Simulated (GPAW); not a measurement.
# BaTiO3 (P4mm) in GPAW: further runs

One crystal, BaTiO3, is run at these levels: PBEsol, LDA; tasks: band structure.

All numbers are computed with GPAW 26.7.0; they aren't measurements. Logs are shortened: lines on timing, memory, paths and dates and some standing lists are left out, and cuts for length are marked. The log counts tension as positive stress, the text compression.

### 1 Starting point

Symmetry: P4mm, No. 99, tetragonal system. Conventional cell: a = 4.000 Å, b = 4.000 Å, c = 4.018 Å, α = 90.00°, β = 90.00°, γ = 90.00°. Around Ba (site symmetry 4mm) lie 12 O at 2.79 to 2.88 Å. Around Ti (site symmetry 4mm) lie 6 O at 1.89 to 2.13 Å. Around O (site symmetry 2mm) lie 2 Ti at 2.00 Å. O (site symmetry 4mm) is surrounded by 2 Ti at 1.89 to 2.13 Å.

### 2 Band structure, PBEsol

Contents of run.py:

```python
from ase import Atoms
from ase.dft.bandgap import bandgap
from ase.io import write
from ase.units import GPa
from gpaw import GPAW, PW, setup_paths

setup_paths.insert(0, '.')

atoms = Atoms(['Ba', 'Ti', 'O', 'O', 'O'],
              cell=[[3.9998, 0.0, 0.0],
                    [0.0, 3.9998, 0.0],
                    [0.0, 0.0, 4.018]],
              scaled_positions=[[0.0, 0.0, 0.0],
                                [0.5, 0.5, 0.49],
                                [0.0, 0.5, 0.517],
                                [0.5, 0.0, 0.517],
                                [0.5, 0.5, 0.019]],
              pbc=True)

calc = GPAW(mode=PW(800),
            xc='PBEsol',
            kpts={'size': (7, 7, 7), 'gamma': True},
            occupations={'name': 'fermi-dirac', 'width': 0.05},
            nbands=36,
            convergence={'density': 1e-05, 'energy': 1e-05},
            maxiter=150,
            txt='gpaw.txt')
atoms.calc = calc
energy = atoms.get_potential_energy()
forces = atoms.get_forces()
stress = atoms.get_stress()
calc.write('gs.gpw')
write('result.traj', atoms)
print(f'Energy: {energy:.6f} eV')
print('Forces (eV/A):')
print(forces.round(4))
print('Stress (GPa):', (stress / GPa).round(3))
print('Fermi level:', round(calc.get_fermi_level(), 4), 'eV')
print(f'Gap: {bandgap(calc)[0]:.4f} eV, direct: {bandgap(calc, direct=True)[0]:.4f} eV')

path = atoms.cell.bandpath('GXMGZRAZ,XR,MA', npoints=80, eps=1e-4)
bs_calc = calc.fixed_density(kpts=path, symmetry='off', nbands=53,
                             convergence={'bands': 'CBM+6.0', 'eigenstates': 1e-6}, txt='bands.txt')
bs = bs_calc.band_structure()
bs.write('bs.json')
print(f'Gap on the path: {bandgap(bs_calc)[0]:.4f} eV')
```

Potentials or basis: PAW data sets generated in the run's folder for this functional, pw.

The run is started by

```
> gpaw-setup -f PBEsol Ba O Ti
> OMP_NUM_THREADS=1 python run.py
```

gpaw.txt:

```text
__  _  _
 | _ |_)|_||  |
 |__||  | ||/\| - 26.7.0

Input parameters:
  mode=PW(ecut=800.0),
  convergence={'density': 1e-05, 'energy': 1e-05},
  kpts=MonkhorstPack(size=(7, 7, 7), gamma=True),
  maxiter=150,
  nbands=36,
  occupations=Occupations(name='fermi-dirac', width=0.05),
  xc=XC(name='PBEsol')

Diagonalizing LCAO Hamiltonian
Converting LCAO to pw mode
   .---------.
  /|         |
 * |         |
 |O|         |
 | |  OTi    |
 | .---------.
 |/    O    /
 Ba--------*

Atoms  # Å, Bohr magnetons
|   | symbol |        x |        y |        z |    initial magnetic moments |
|---|--------|----------|----------|----------|-----------------------------|
| 0 |     Ba | 0.000000 | 0.000000 | 0.000000 | ( 0.0000,  0.0000,  0.0000) |
| 1 |     Ti | 1.999900 | 1.999900 | 1.968820 | ( 0.0000,  0.0000,  0.0000) |
| 2 |      O | 0.000000 | 1.999900 | 2.077306 | ( 0.0000,  0.0000,  0.0000) |
| 3 |      O | 1.999900 | 0.000000 | 2.077306 | ( 0.0000,  0.0000,  0.0000) |
| 4 |      O | 1.999900 | 1.999900 | 0.076342 | ( 0.0000,  0.0000,  0.0000) |

Unit cell  # Å
| periodic |        x |        y |        z |  lengths |    angles |
|----------|----------|----------|----------|----------|-----------|
|      yes | 3.999800 | 0.000000 | 0.000000 | 3.999800 | 90.000000 |
|      yes | 0.000000 | 3.999800 | 0.000000 | 3.999800 | 90.000000 |
|      yes | 0.000000 | 0.000000 | 4.018000 | 4.018000 | 90.000000 |

Number of symmetries: 8
Symmetry operations  # r_c * U_cc + t_c -> r_c
|   | kind |            matrix            |
|---|------|------------------------------|
| 0 |  E   |  1, 0, 0,  0, 1, 0,  0, 0, 1 |
| 1 |  σ   |  1, 0, 0,  0,-1, 0,  0, 0, 1 |
| 2 |  σ   |  0, 1, 0,  1, 0, 0,  0, 0, 1 |
| 3 |  C4  |  0, 1, 0, -1, 0, 0,  0, 0, 1 |
| 4 |  C4  |  0,-1, 0,  1, 0, 0,  0, 0, 1 |
| 5 |  σ   |  0,-1, 0, -1, 0, 0,  0, 0, 1 |
| 6 |  σ   | -1, 0, 0,  0, 1, 0,  0, 0, 1 |
| 7 |  C2  | -1, 0, 0,  0,-1, 0,  0, 0, 1 |

BZ-sampling:
  Number of BZ points: 343
  Number of IBZ points: 40

  Monkhorst-Pack size: [7, 7, 7]
  Monkhorst-Pack shift: [0, 0, 0]

K-points  # in reciprocal-cell coordinates
|     |                                coordinates |     weight |
|-----|--------------------------------------------|------------|
|   0 | (  0.00000000,   0.00000000,   0.00000000) | 0.00291545 |
|   1 | (  0.00000000,   0.00000000,   0.14285714) | 0.00583090 |
|   2 | (  0.00000000,   0.00000000,   0.28571429) | 0.00583090 |
|   3 | (  0.00000000,   0.00000000,   0.42857143) | 0.00583090 |
|   4 | (  0.14285714,   0.00000000,   0.00000000) | 0.01166181 |
|   5 | (  0.14285714,   0.00000000,   0.14285714) | 0.02332362 |
|   6 | (  0.14285714,   0.00000000,   0.28571429) | 0.02332362 |
|   7 | (  0.14285714,   0.00000000,   0.42857143) | 0.02332362 |
|   8 | (  0.14285714,   0.14285714,   0.00000000) | 0.01166181 |
|   9 | (  0.14285714,   0.14285714,   0.14285714) | 0.02332362 |
| ... |                                            |            |
|  39 | (  0.42857143,   0.42857143,   0.42857143) | 0.02332362 |

Plane wave coefficients: 3322
Cutoff: 800.0 eV

Spin-components: 1 (collinear spins)
Bands:           36
Projectors:      27
Spin-degeneracy: 2
Datatype:        complex128

Parallelization:
  kpt:    1
  domain: 1
  band:   1

Density:
  Valence electrons: 40.0
  Components: 1
  Grid points: [27 27 27]
  Charge: 0.0  # |e|

Potential:
  Grid points: [27 27 27]

species:
  Ba:
    name:    Barium
    Z:       56.0
    valence: 10
    core:    46
    charge:  0.0  # [|e|]
    compensation charges:
      type: gauss
      rc: 0.37  # [Å]
      lmax: 2
    cutoffs:
      filter: 2.06  # [Å]
      core: 2.33  # [Å]
    projectors
    | kind |    occ | energy [eV] | rcut [Å] |
    |------|--------|-------------|----------|
    |   5s |  2.000 |     -33.673 |    1.164 |
    |   6s |  2.000 |      -3.245 |    1.164 |
    |   5p |  6.000 |     -18.749 |    1.164 |
    |    p |        |       0.000 |    1.164 |
    |    d |        |       0.000 |    1.164 |
    |    d |        |      27.211 |    1.164 |

    Using partial waves for Ba as LCAO basis

  Ti:
    name:    Titanium
    Z:       22.0
    valence: 12
    core:    10
    charge:  0.0  # [|e|]
    compensation charges:
      type: gauss
      rc: 0.38  # [Å]
      lmax: 2
    cutoffs:
      filter: 2.23  # [Å]
      core: 1.02  # [Å]
    projectors
    | kind |    occ | energy [eV] | rcut [Å] |
    |------|--------|-------------|----------|
    |   3s |  2.000 |     -62.441 |    1.270 |
    |   4s |  2.000 |      -4.477 |    1.270 |
    |   3p |  6.000 |     -38.776 |    1.058 |
    |   4p |  0.000 |      -1.449 |    1.058 |
    |   3d |  2.000 |      -4.275 |    1.058 |
    |    d |        |      22.937 |    1.058 |

    Using partial waves for Ti as LCAO basis

  O:
    name:    Oxygen
    Z:       8.0
    valence: 6
    core:    2
    charge:  0.0  # [|e|]
    compensation charges:
      type: gauss
      rc: 0.21  # [Å]
      lmax: 2
    cutoffs:
      filter: 1.17  # [Å]
      core: 0.83  # [Å]
    projectors
    | kind |    occ | energy [eV] | rcut [Å] |
    |------|--------|-------------|----------|
    |   2s |  2.000 |     -23.808 |    0.688 |
    |   2p |  4.000 |      -8.972 |    0.598 |
    |    s |        |       3.404 |    0.688 |
    |    p |        |      18.239 |    0.598 |
    |    d |        |       0.000 |    0.619 |

    Using partial waves for O as LCAO basis

Reference energy: -250490.376484  # eV

eigensolver:
  PPCG
  Converge bands: occupied
  niter=2

density mixing:
  MSR1-Mixer
  Pratt-step length: 0.05
  Maximum mixing coefficient: 0.75
  Old densities: 10
  SVD Regularization: 0.005
  Good broyden scale: 1.0
  Trust region scale: 1.0
  Backstep threshold: 4.0
  History deletion threshold: 6.0
  Fourier metric: weight=20.0, sigma=0.015

occupation numbers:
  Fermi-Dirac:
    width: 0.0500  # eV

poisson solver:
  ecut: 6400.0  # eV

xc functional:
  name: PBEsol with 2 nearest neighbor stencil

convergence criteria:
[... 6 lines left out ...]
|iter     | |      energy | eigst |  dens |
|---------|-|-------------|-------|-------|
|iter:   1| |  -46.466384 | +0.28 |       |
|iter:   2| |  -44.882094 | -1.42 | -0.88 |
|iter:   3| |  -41.703173 | -0.93 | -0.96 |
|iter:   4| |  -41.525024 | -2.23 | -1.47 |
|iter:   5| |  -41.491863 | -2.90 | -1.65 |
|iter:   6| |  -41.492621 | -3.63 | -1.99 |
|iter:   7| |  -41.492507 | -4.43 | -2.73 |
|iter:   8| |  -41.492483c| -5.27 | -3.01 |
|iter:   9| |  -41.492483c| -6.46 | -3.58 |
|iter:  10| |  -41.492484c| -7.74c| -4.08 |
|iter:  11| |  -41.492484c| -8.45c| -5.07c|

Converged in 11 steps
Energy contributions relative to reference atoms: (reference = -250490.376484)

Energy contributions:
  Kinetic:          39.498441
  Coulomb:         -43.066832
  Zero:              0.828647
  External:          0.000000
  Xc:              -38.752740
  Entropy:          -0.000000
  Spinorbit:         0.000000
  ----------------------------
  Free energy:     -41.492484
  Extrapolated:    -41.492484

dipole moment: (-35.389574, -35.389574, -33.860138)  # |e|*Ang

Fermi level: 8.420
Eigenvalues  # (at kpt = [0.000, 0.000, 0.000])
| band index |      eig [eV] | occ [0-2] |
|------------|---------------|-----------|
|          0 |       -48.738 |     2.000 |
|        ... |               |           |
|         12 |         5.189 |     2.000 |
|         13 |         5.189 |     2.000 |
|         14 |         6.278 |     2.000 |
|         15 |         6.278 |     2.000 |
|         16 |         6.369 |     2.000 |
|         17 |         7.239 |     2.000 |
[... 8 lines left out ...]
|         26 |        12.481 |     0.000 |
|         27 |        14.674 |     0.000 |
|        ... |               |           |
|         35 |        27.164 |     0.000 |

Gap: 1.861 eV
Transition (v -> c):
  (s=0, k=39, n=19, [0.43, 0.43, 0.43]) -> (s=0, k=0, n=20, [0.00, 0.00, 0.00])
Direct/indirect transitions are different
Direct gap: 2.044 eV
Transition at: (s=0, k=0, n=19, [0.00, 0.00, 0.00])

Forces  # eV/Ang
|        x |       y |        z |
|----------|---------|----------|
|  0.00000 | 0.00000 |  0.04186 |  # Ba   0
|  0.00000 | 0.00000 | -0.10697 |  # Ti   1
| -0.00000 | 0.00000 | -0.10958 |  # O    2
|  0.00000 | 0.00000 | -0.10958 |  # O    3
|  0.00000 | 0.00000 |  0.28452 |  # O    4

Stress tensor  # eV/Ang^3
|        x |        y |        z |
|----------|----------|----------|
| 0.016646 | 0.000000 | 0.000000 |
| 0.000000 | 0.016646 | 0.000000 |
| 0.000000 | 0.000000 | 0.010751 |

# Writing to gs.gpw (mode='')
```

Run time: 3.6 min. Hardware: 1 thread of Arm Neoverse V2, shared host; peak memory 0.62 GiB.

What came out:

```yaml
Free_energy: -41.4925 eV
Pressure: -2.4 GPa
Largest_force: 0.285 eV/Å
Band_gap_on_the_k_mesh: 1.86 eV, indirect (least direct gap 2.04 eV)
Band_gap_along_the_path: 1.76 eV, indirect (least direct gap 2.04 eV)
```

Forces on the atoms (eV/Å):
```
Ba   0.000  0.000  0.042
Ti   0.000  0.000 -0.107
O    0.000  0.000 -0.110
O    0.000  0.000 -0.110
O    0.000  0.000  0.285
```

Stress tensor (GPa, compression positive):
```
-2.67  0.00  0.00
 0.00 -2.67  0.00
 0.00  0.00 -1.72
```

Levels at the corners of the path, in eV from the valence-band top:
```
point  band 18  band 19  band 20  band 21  band 22  band 23
    Γ    -0.29    -0.28    -0.28     1.76     1.98     1.98
    X    -1.75    -0.94    -0.84     2.12     3.52     3.56
    M    -0.97    -0.97    -0.08     3.57     3.57     3.96
    Γ    -0.29    -0.28    -0.28     1.76     1.98     1.98
    Z    -1.96    -0.70    -0.70     1.92     3.58     3.58
    R    -0.91    -0.89    -0.16     3.55     3.60     3.95
    A    -0.08    -0.08     0.00     4.21     4.21     4.21
    Z    -1.96    -0.70    -0.70     1.92     3.58     3.58
    X    -1.75    -0.94    -0.84     2.12     3.52     3.56
    R    -0.91    -0.89    -0.16     3.55     3.60     3.95
    M    -0.97    -0.97    -0.08     3.57     3.57     3.96
    A    -0.08    -0.08     0.00     4.21     4.21     4.21
```

Caveat: spin-orbit coupling is left out, which moves the levels of the heavy elements; the mesh misses the band edges, which the band path finds closer together.

### 3 Band structure, PBEsol, spin-orbit coupling, no magnetisation

Changes to run.py since step 2:

```diff
@@ -1 +1,2 @@
+import numpy as np
 from ase import Atoms
@@ -5,2 +6,3 @@
 from gpaw import GPAW, PW, setup_paths
+from gpaw.spinorbit import soc_eigenstates
 
@@ -46 +48,7 @@
 print(f'Gap on the path: {bandgap(bs_calc)[0]:.4f} eV')
+
+soc = soc_eigenstates(bs_calc, theta=0, phi=0)
+np.savetxt('soc_bands.dat', soc.eigenvalues(), fmt='%.4f')
+mesh = soc_eigenstates('gs.gpw', theta=0, phi=0)
+np.savetxt('soc_mesh.dat', mesh.eigenvalues(), fmt='%.4f')
+print('Fermi level with spin-orbit coupling:', round(mesh.fermi_level, 4), 'eV')
```

Potentials or basis: PAW data sets generated in the run's folder for this functional, pw.

The run is started by

```
> gpaw-setup -f PBEsol Ba O Ti
> OMP_NUM_THREADS=1 python run.py
```

gpaw.txt:

```text
__  _  _
 | _ |_)|_||  |
 |__||  | ||/\| - 26.7.0

Input parameters:
  mode=PW(ecut=800.0),
  convergence={'density': 1e-05, 'energy': 1e-05},
  kpts=MonkhorstPack(size=(7, 7, 7), gamma=True),
  maxiter=150,
  nbands=36,
  occupations=Occupations(name='fermi-dirac', width=0.05),
  xc=XC(name='PBEsol')

Diagonalizing LCAO Hamiltonian
Converting LCAO to pw mode
   .---------.
  /|         |
 * |         |
 |O|         |
 | |  OTi    |
 | .---------.
 |/    O    /
 Ba--------*

Atoms  # Å, Bohr magnetons
|   | symbol |        x |        y |        z |    initial magnetic moments |
|---|--------|----------|----------|----------|-----------------------------|
| 0 |     Ba | 0.000000 | 0.000000 | 0.000000 | ( 0.0000,  0.0000,  0.0000) |
| 1 |     Ti | 1.999900 | 1.999900 | 1.968820 | ( 0.0000,  0.0000,  0.0000) |
| 2 |      O | 0.000000 | 1.999900 | 2.077306 | ( 0.0000,  0.0000,  0.0000) |
| 3 |      O | 1.999900 | 0.000000 | 2.077306 | ( 0.0000,  0.0000,  0.0000) |
| 4 |      O | 1.999900 | 1.999900 | 0.076342 | ( 0.0000,  0.0000,  0.0000) |

[... 203 lines left out ...]
  Free energy:     -41.492484
  Extrapolated:    -41.492484

dipole moment: (-35.389574, -35.389574, -33.860138)  # |e|*Ang

Fermi level: 8.420
Eigenvalues  # (at kpt = [0.000, 0.000, 0.000])
| band index |      eig [eV] | occ [0-2] |
|------------|---------------|-----------|
|          0 |       -48.738 |     2.000 |
|        ... |               |           |
|         12 |         5.189 |     2.000 |
|         13 |         5.189 |     2.000 |
|         14 |         6.278 |     2.000 |
|         15 |         6.278 |     2.000 |
|         16 |         6.369 |     2.000 |
|         17 |         7.239 |     2.000 |
[... 8 lines left out ...]
|         26 |        12.481 |     0.000 |
|         27 |        14.674 |     0.000 |
|        ... |               |           |
|         35 |        27.164 |     0.000 |

Gap: 1.861 eV
Transition (v -> c):
  (s=0, k=39, n=19, [0.43, 0.43, 0.43]) -> (s=0, k=0, n=20, [0.00, 0.00, 0.00])
Direct/indirect transitions are different
Direct gap: 2.044 eV
Transition at: (s=0, k=0, n=19, [0.00, 0.00, 0.00])

Forces  # eV/Ang
|        x |       y |        z |
|----------|---------|----------|
|  0.00000 | 0.00000 |  0.04186 |  # Ba   0
|  0.00000 | 0.00000 | -0.10697 |  # Ti   1
| -0.00000 | 0.00000 | -0.10958 |  # O    2
|  0.00000 | 0.00000 | -0.10958 |  # O    3
|  0.00000 | 0.00000 |  0.28452 |  # O    4

Stress tensor  # eV/Ang^3
|        x |        y |        z |
|----------|----------|----------|
| 0.016646 | 0.000000 | 0.000000 |
| 0.000000 | 0.016646 | 0.000000 |
| 0.000000 | 0.000000 | 0.010751 |

# Writing to gs.gpw (mode='')
```

stdout:

```text
Energy: -41.492484 eV
Forces (eV/A):
[[ 0.      0.      0.0419]
 [ 0.      0.     -0.107 ]
 [-0.      0.     -0.1096]
 [ 0.      0.     -0.1096]
 [ 0.      0.      0.2845]]
Stress (GPa): [2.667 2.667 1.723 0.    0.    0.   ]
Fermi level: 8.4196 eV
Gap: 1.8605 eV, direct: 2.0436 eV
Gap on the path: 1.7633 eV
Fermi level with spin-orbit coupling: 8.4211 eV
```

bands.txt:

```text
Diagonalizing LCAO Hamiltonian
Converting LCAO to pw mode
convergence criteria:
- Maximum integral of absolute [eigenst]ate change: 1e-06 eV^2 / valence electron
maximum number of iterations: 150

SCF iterations
|iter     | |      energy | eigst |  dens |
|---------|-|-------------|-------|-------|
|iter:   1| |             | +0.98 |       |
[... 29 lines left out ...]
         [0.40909091, 0.40909091, 0.        ],
         [0.36363636, 0.36363636, 0.        ],
[... 46 lines left out ...]
         [0.        , 0.5       , 0.125     ],
         [0.        , 0.5       , 0.1875    ],
         [0.        , 0.5       , 0.25      ],
[... 10 lines left out ...]
         [0.5       , 0.5       , 0.375     ],
         [0.5       , 0.5       , 0.4375    ],
         [0.5       , 0.5       , 0.5       ]])),
  maxiter=150,
  nbands=53,
  occupations=Occupations(name='fermi-dirac', width=0.05),
  symmetry=Symmetry(point_group=False, time_reversal=False),
  xc=XC(name='PBEsol')
```

Wall time 3.6 min (1 thread of Arm Neoverse V2, shared host); peak memory 0.74 GiB.

What came out:

| Item | Value |
| --- | --- |
| Free energy | -41.4925 eV |
| Pressure | -2.4 GPa |
| Largest force | 0.285 eV/Å |
| Band gap on the k mesh | 1.86 eV, indirect (least direct gap 1.99 eV) |
| Band gap along the path | 1.76 eV, indirect (least direct gap 1.99 eV) |

Forces on the atoms (eV/Å):
```
Ba   0.000  0.000  0.042
Ti   0.000  0.000 -0.107
O    0.000  0.000 -0.110
O    0.000  0.000 -0.110
O    0.000  0.000  0.285
```

Levels at the corners of the path, in eV from the valence-band top:
| point | band 38 | band 39 | band 40 | band 41 | band 42 | band 43 |
| --- | --- | --- | --- | --- | --- | --- |
| Γ | -0.23 | -0.23 | -0.23 | 1.76 | 1.76 | 1.97 |
| X | -0.94 | -0.83 | -0.83 | 2.12 | 2.12 | 3.52 |
| M | -0.88 | -0.08 | -0.08 | 3.56 | 3.56 | 3.58 |
| Γ | -0.23 | -0.23 | -0.23 | 1.76 | 1.76 | 1.97 |
| Z | -0.72 | -0.68 | -0.68 | 1.92 | 1.92 | 3.57 |
| R | -0.80 | -0.16 | -0.16 | 3.54 | 3.54 | 3.60 |
| A | -0.08 | 0.00 | 0.00 | 4.20 | 4.20 | 4.20 |
| Z | -0.72 | -0.68 | -0.68 | 1.92 | 1.92 | 3.57 |
| X | -0.94 | -0.83 | -0.83 | 2.12 | 2.12 | 3.52 |
| R | -0.80 | -0.16 | -0.16 | 3.54 | 3.54 | 3.60 |
| M | -0.88 | -0.08 | -0.08 | 3.56 | 3.56 | 3.58 |
| A | -0.08 | 0.00 | 0.00 | 4.20 | 4.20 | 4.20 |

Caveat: spin-orbit coupling was added after a scalar SCF, so levels and gaps hold it while energy, forces, pressure and moments don't; this program's spin-orbit splittings come out too wide for heavy elements; the mesh misses the band edges, which the band path finds closer together. Expect the measured gap to be larger: semilocal functionals such as PBEsol lack the derivative discontinuity.

[end of part 1 of 2]
